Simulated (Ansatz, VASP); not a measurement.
# Be in VASP and in Ansatz

```
CELL_PARAMETERS angstrom
2.25486 0.00000 0.00000
0.00000 2.25486 0.00000
0.00000 0.00000 2.25486
ATOMIC_POSITIONS crystal
Be 0.00000 0.00000 0.00000
```

Alike in both runs: task single point; functional r2SCAN; k mesh 16 × 16 × 16; occupations fermi-dirac, width 0.1 eV; no spin polarisation.

|  | VASP | Ansatz |
| --- | --- | --- |
| version | VASP 6.6.1 | Ansatz 0.2.0 |
| potentials or method | VASP PAW PBE potentials, release 64 (Be) | plane waves (500 eV) with PAW, scalar-relativistic |
| plane-wave cutoff (eV) | 520 | 500 |
| valence electrons in the cell | 2 | 2 |

|  | VASP | Ansatz | Ansatz less VASP |
| --- | --- | --- | --- |
| pressure (GPa) | -7.1 | -7.1 | +0.03 |

Caveats: the PAW data sets were made with another functional, which shifts forces and pressure a little (VASP).
